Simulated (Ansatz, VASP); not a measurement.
Two plane-wave programs on GaN

File INCAR:

```
PREC     = Accurate       # precision mode
ENCUT    = 520            # plane-wave cutoff, eV
EDIFF    = 1E-7           # SCF threshold, eV
ISMEAR   = 0              # smearing method
SIGMA    = 0.02           # smearing width, eV
LREAL    = False          # projectors in reciprocal space
LASPH    = True           # aspherical terms in the spheres
NELM     = 100            # most SCF steps
ALGO     = Normal         # electronic algorithm
ISIF     = 2              # what is computed and relaxed
LWAVE    = False          # write WAVECAR
LCHARG   = True           # write CHGCAR
GGA      = PS             # functional
LELF     = True           # ELF
LVHAR    = True         
NBANDS   = 16             # bands
```

KPOINTS

```
regular mesh
0
Gamma
  10 10 10
```

File POSCAR:

```
GaN
1.0
    0.0000000000      2.2491150724      2.2491150724
    2.2491150724      0.0000000000      2.2491150724
    2.2491150724      2.2491150724      0.0000000000
Ga N
1 1
Direct
    0.0000000000      0.0000000000      0.0000000000
    0.2500000000      0.2500000000      0.2500000000
```

Input for Ansatz:

```yaml
crystal:
  lattice:
    - [0.0, 2.2491150724, 2.2491150724]
    - [2.2491150724, 0.0, 2.2491150724]
    - [2.2491150724, 2.2491150724, 0.0]
  atoms:
    - { symbol: Ga, position: [0.0, 0.0, 0.0] }
    - { symbol: "N", position: [0.25, 0.25, 0.25] }
basis:
  ecutwfc: 420
kpoints:
  mp_grid: { grid: [10, 10, 10] }
  band_path: { path: [VBM, CBM], npoints: 2 }
hamiltonian:
  xc: pbesol
scf:
  occupations: { method: gaussian, width: 0.02 }
output:
  forces: true
  stress: true
  eigenvalues: true
```

Alike in both runs: task single point; functional PBEsol; k mesh 10 × 10 × 10; occupations gaussian, width 0.02 eV; no spin polarisation.

|  | VASP | Ansatz |
| --- | --- | --- |
| version | VASP 6.6.1 | Ansatz 0.2.0 |
| potentials or method | VASP PAW PBE potentials, release 64 (Ga_d, N) | scalar-relativistic, plane waves, PAW |
| plane-wave cutoff (eV) | 520 | 420 |
| valence electrons in the cell | 18 | 18 |

```csv
,VASP,Ansatz,Ansatz less VASP
gap on the k mesh at the Fermi level (eV),1.72,1.70,-0.019
least direct gap on the mesh (eV),1.72,1.70,-0.019
pressure (GPa),-0.2,0.0,+0.21
```

The functional is the same, so the differences come from potentials, cutoffs and numerics.

Caveats: the PAW data sets were made with another functional, which shifts forces and pressure a little (VASP). PBEsol gaps usually lie below the measured ones, often by a third to a half.
